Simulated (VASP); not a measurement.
# CdTe: density of states with PBEsol

Crystal: CdTe.

```
Te Cd
1.0
     0.00000    3.20500    3.20500
     3.20500    0.00000    3.20500
     3.20500    3.20500    0.00000
Te Cd
1 1
Cartesian
  4.8075 4.8075 4.8075
  0.0000 0.0000 0.0000
```

```yaml
Program: VASP 6.6.1
Task: density of states
Functional: PBEsol
Potentials_or_basis: VASP PAW PBE potentials, release 64 (Te, Cd)
Cutoff: 520 eV
k_mesh: 7 × 7 × 7
Occupations: gaussian, width 0.02 eV
Spin: no spin polarisation
k_mesh_for_the_DOS: 11 × 11 × 11
Occupations_for_the_DOS: tetrahedron
Further_INCAR_settings: ALGO = Fast; EDIFF = 1e-06; NBANDS = 16
```

The valence electrons inside the program's atomic spheres are Te 3.44; Cd 10.35.

Levels at points of the mesh, in eV from the valence-band top:
| k point | band 5 | band 6 | band 7 | band 8 | band 9 | band 10 | band 11 | band 12 | band 13 | band 14 |
| --- | --- | --- | --- | --- | --- | --- | --- | --- | --- | --- |
| (0.00, 0.00, 0.00) | -8.09 | -8.09 | 0.00 | 0.00 | 0.00 | 0.76 | 4.52 | 4.52 | 4.52 | 7.34 |

States per cell in windows of 0.5 eV (zero at the valence-band top; states under -8 eV left out):
```
from (eV)  total  Te1_p  Cd2_d  Cd2_p  Cd2_s  Te1_d  Te1_s
     -8.0   1.67   0.01   1.38   0.00   0.01   0.00   0.13
     -7.5   0.00   0.00   0.00   0.00   0.00   0.00   0.00
     -7.0   0.00   0.00   0.00   0.00   0.00   0.00   0.00
     -6.5   0.00   0.00   0.00   0.00   0.00   0.00   0.00
     -6.0   0.00   0.00   0.00   0.00   0.00   0.00   0.00
     -5.5   0.00   0.00   0.00   0.00   0.00   0.00   0.00
     -5.0   0.06   0.01   0.00   0.00   0.01   0.00   0.00
     -4.5   1.13   0.25   0.02   0.01   0.25   0.00   0.02
     -4.0   0.35   0.08   0.02   0.01   0.06   0.00   0.01
     -3.5   0.17   0.04   0.01   0.00   0.03   0.00   0.01
     -3.0   0.45   0.13   0.02   0.03   0.02   0.00   0.01
     -2.5   0.77   0.25   0.03   0.05   0.02   0.00   0.01
     -2.0   1.12   0.40   0.04   0.08   0.02   0.00   0.01
     -1.5   0.96   0.38   0.04   0.07   0.01   0.00   0.00
     -1.0   0.74   0.32   0.04   0.05   0.00   0.00   0.00
     -0.5   0.21   0.10   0.01   0.01   0.00   0.00   0.00
      0.0   0.00   0.00   0.00   0.00   0.00   0.00   0.00
      0.5   0.00   0.00   0.00   0.00   0.00   0.00   0.00
      1.0   0.01   0.00   0.00   0.00   0.00   0.00   0.00
      1.5   0.06   0.01   0.00   0.00   0.01   0.00   0.01
      2.0   0.28   0.04   0.00   0.01   0.06   0.01   0.03
      2.5   0.91   0.10   0.02   0.04   0.15   0.03   0.05
      3.0   0.76   0.10   0.02   0.04   0.12   0.03   0.03
      3.5   0.49   0.06   0.01   0.03   0.05   0.02   0.01
      4.0   0.48   0.05   0.01   0.05   0.03   0.03   0.01
      4.5   1.04   0.11   0.03   0.10   0.03   0.07   0.01
      5.0   0.69   0.05   0.01   0.11   0.01   0.06   0.00
      5.5   1.10   0.11   0.03   0.14   0.01   0.08   0.01
      6.0   0.54   0.06   0.01   0.06   0.01   0.04   0.01
      6.5   0.69   0.10   0.02   0.07   0.01   0.05   0.01
      7.0   0.62   0.07   0.02   0.07   0.01   0.05   0.01
      7.5   0.67   0.06   0.03   0.05   0.01   0.06   0.01
```

Run time: 29 s on 1 thread of AMD EPYC 9R45 96-Core Processor (Zen 5), with other jobs on the host, peak memory 0.2 GiB.

 The run has no spin-orbit coupling, so splittings on Te are missing.
